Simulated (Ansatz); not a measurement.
# ZnSe (F-43m), a film clamped to a substrate

All numbers below come from DFT PBE, scalar-relativistic, plane waves, PAW in Ansatz 0.2.0. Settings: plane waves to 420 eV, k-mesh 8×8×8 (Γ-centred), Gaussian smearing 0.05 eV. No spin polarisation. Energies are free energies at this smearing, counted from the undisturbed cell; pressure is positive in compression.

Reference structure (relaxed at this level):

```yaml
crystal:
  lattice:
    - [0.00000, 2.86592, 2.86592]
    - [2.86592, 0.00000, 2.86592]
    - [2.86592, 2.86592, 0.00000]
  atoms:
    - { symbol: Zn, position: [0.00000, 0.00000, 0.00000] }
    - { symbol: Se, position: [0.75000, 0.75000, 0.75000] }
```

The cell (2 atoms, V0 = 47.08 Å³) is strained by p along both x and y and by q along z, fractional coordinates fixed. τp = (1/V0) ∂E/∂p = (σxx + σyy)(1 + p)(1 + q) and τq = (1/V0) ∂E/∂q = σzz(1 + p)², with tension positive.

| p | q | ΔE (meV/atom) | τp (GPa) | τq (GPa) |
| --- | --- | --- | --- | --- |
| 0.000 | 0.000 | 0.00 | -0.06 | -0.03 |
| -0.040 | 0.000 | 32.75 | -11.62 | -4.25 |
| 0.040 | 0.000 | 26.42 | 8.63 | 3.08 |
| 0.000 | -0.040 | 9.87 | -4.07 | -3.38 |
| 0.000 | 0.040 | 8.90 | 3.20 | 3.01 |

Question: Get the second derivatives of the energy density.

Answer: Central differences give A = ∂τp/∂p = 253 GPa (C11 + C22 + 2 C12), C = ∂τq/∂q = 80 GPa (C33) and the cross term B = ∂τq/∂p = 92 GPa (C13 + C23); ∂τp/∂q = 91 GPa must equal B, and any difference shows higher-order terms. Steps this large leave an error of some per cent of A or C in all of these, which can swamp a small B. The ions are clamped. In a cubic crystal C11 = C = 80, C12 = B/2 = 46 GPa and A should be 2(C11 + C12) = 251 GPa; the bulk modulus is (C11 + 2 C12)/3 = 57 GPa.

Question: A film of this crystal grows with z along the normal on a substrate that imposes p. How does its thickness respond, and what does the misfit cost?

Answer: Count p and q from the stress-free cell. A free surface needs τq = 0, so q = −(B/C) p = -1.15 p. The energy density left is (A − B²/C) p²/2 = M p², with the biaxial modulus M = 74 GPa; a misfit of 1 % costs 1.09 meV/atom, against 1.86 meV/atom if the thickness were held.

Letting the film's thickness respond removes a substantial part of the misfit energy, because the tetrahedral network can then trade bond stretching for softer bond-angle bending. The normal strain slightly exceeds the in-plane strain in magnitude but falls short of what constant volume would require, so a compressed film remains denser than the free crystal. The partly ionic Zn–Se bond probably contributes to the weak angular stiffness. For both kinds of strain, compression costs more than equal extension, as expected from the steep short-range repulsion between overlapping shells.

Clamping the ions does not compromise the biaxial modulus: under these axial strains, the symmetry of zinc blende leaves no internal displacement to relax. The bulk modulus of 57 GPa is somewhat below the measured value for ZnSe, in line with PBE's usual overestimate of bond lengths and underestimate of stiffness in such semiconductors. The result applies to a film with a cube axis along its normal; other orientations generally also involve the shear constant, for which sublattice relaxation does matter.
